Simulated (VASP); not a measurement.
# MgH₂ in VASP 6.6.1, relaxation

INCAR

```
ISMEAR = 0
ENCUT = 600
LCHARG = .FALSE.
LASPH = .TRUE.
MAXMIX = 5
NSW = 40
SIGMA = 0.1
ISIF = 3
IBRION = 2
EDIFFG = -5E-3
NBANDS = 9
METAGGA = R2SCAN
EDIFF = 1E-7
NELM = 120
ALGO = Normal
PREC = Accurate
LWAVE = .FALSE.
LREAL = .FALSE.
```

KPOINTS

```
KPOINTS created by Atomic Simulation Environment
0
Gamma
8 8 8
0 0 0
```

POSCAR

```
Mg H
 1.0000000000000000
     0.0000000000000000    2.3795668894755866    2.3795668894755866
     2.3795668894755866    0.0000000000000000    2.3795668894755866
     2.3795668894755866    2.3795668894755866    0.0000000000000000
 Mg  H
   1   2
Cartesian
  0.0000000000000000 -0.0000000000000000  0.0000000000000000
  1.1897834447377931  1.1897834447377931  1.1897834447377931
  3.5693503342133801  3.5693503342133797  3.5693503342133797
```

The recommended PBE PAW datasets give the neutral cell 4 valence electrons.

Command

```
mpirun -np 1 vasp_std
```

**Question.** Predict the outcome of this run.

**Answer.** It converged. Results: relaxed cell vector lengths 3.336, 3.336, 3.336 Å; relaxed cell volume 26.25 Å³.

OSZICAR

```
N       E                     dE             d eps       ncg     rms          rms(c)
DAV:   1    -0.565713931273E+01   -0.56571E+01   -0.19535E+03   530   0.387E+02
DAV:   2    -0.122217558491E+02   -0.65646E+01   -0.62367E+01   664   0.466E+01
DAV:   3    -0.123971857105E+02   -0.17543E+00   -0.17529E+00   629   0.744E+00
DAV:   4    -0.123975526518E+02   -0.36694E-03   -0.36694E-03   728   0.311E-01
DAV:   5    -0.123975537455E+02   -0.10936E-05   -0.10935E-05   652   0.147E-02    0.463E+00
DAV:   6    -0.117172973643E+02    0.68026E+00   -0.27238E-01   530   0.291E+00    0.257E+00
DAV:   7    -0.115189232701E+02    0.19837E+00   -0.46637E-01   562   0.324E+00    0.416E-01
DAV:   8    -0.115224562416E+02   -0.35330E-02   -0.96325E-03   560   0.594E-01    0.161E-01
DAV:   9    -0.115218539303E+02    0.60231E-03   -0.19060E-03   600   0.229E-01    0.153E-02
DAV:  10    -0.115218371595E+02    0.16771E-04   -0.36698E-05   611   0.422E-02    0.705E-03
...
DAV:   6    -0.115254520469E+02    0.17241E-06   -0.11941E-09   269   0.360E-04    0.171E-05
DAV:   7    -0.115254520454E+02    0.15139E-08   -0.34510E-11   267   0.558E-05
   3 F= -.11525452E+02 E0= -.11524826E+02  d E =-.361311E-02
       N       E                     dE             d eps       ncg     rms          rms(c)
DAV:   1    -0.115254653379E+02   -0.13291E-04   -0.85335E-05   569   0.636E-02    0.761E-03
DAV:   2    -0.115254654142E+02   -0.76253E-07   -0.46129E-06   546   0.137E-02    0.334E-03
DAV:   3    -0.115254660671E+02   -0.65291E-06   -0.25488E-07   519   0.281E-03    0.852E-04
DAV:   4    -0.115254664533E+02   -0.38617E-06   -0.23125E-08   268   0.766E-04    0.215E-04
DAV:   5    -0.115254664406E+02    0.12610E-07   -0.28530E-09   267   0.253E-04
   4 F= -.11525466E+02 E0= -.11524831E+02  d E =-.362750E-02
```

```json
{"ionic step": "1", "ΔE (meV/atom)": "0.0", "volume (Å³)": "26.95", "largest force (eV/Å)": "0.000", "pressure (GPa)": "-1.61", "electronic steps": "13"}
{"ionic step": "2", "ΔE (meV/atom)": "-0.9", "volume (Å³)": "26.60", "largest force (eV/Å)": "0.000", "pressure (GPa)": "-0.83", "electronic steps": "7"}
{"ionic step": "3", "ΔE (meV/atom)": "-1.2", "volume (Å³)": "26.29", "largest force (eV/Å)": "0.000", "pressure (GPa)": "-0.10", "electronic steps": "7"}
{"ionic step": "4", "ΔE (meV/atom)": "-1.2", "volume (Å³)": "26.25", "largest force (eV/Å)": "0.000", "pressure (GPa)": "0.00", "electronic steps": "5"}
```

For comparison, a separate r²SCAN relaxation on usual settings, not on those above, ends at 26.26 Å³.
